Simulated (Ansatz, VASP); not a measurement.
**One calculation of Ba, two programs**

```xyz
1
Lattice="4.0441 0.0000 0.0000 0.0000 4.0441 0.0000 0.0000 0.0000 4.0441" Properties=species:S:1:pos:R:3 pbc="T T T"
Ba    0.0000    0.0000    0.0000
```

Alike in both runs: functional revPBE; k mesh 8 × 8 × 8; occupations fermi-dirac, width 0.1 eV; no spin polarisation.

Ansatz relaxed the structure, and its values are those at the end. VASP's run is a single point on that final structure, the one shown.

|  | VASP | Ansatz |
| --- | --- | --- |
| version | VASP 6.6.1 | Ansatz 0.2.0 |
| potentials or method | VASP PAW PBE potentials, release 64 (Ba_sv) | plane waves (420 eV) with PAW, scalar-relativistic |
| plane-wave cutoff (eV) | 520 | 420 |
| valence electrons in the cell | 10 | 10 |

|  | VASP | Ansatz | Ansatz less VASP |
| --- | --- | --- | --- |
| pressure (GPa) | 0.1 | 0.0 | -0.08 |

The functional is the same, so the differences come from potentials, cutoffs and numerics.

Caveats: the PAW data sets were made with another functional, which shifts forces and pressure a little (VASP). Spin-orbit coupling is left out, which matters for the levels of Ba.
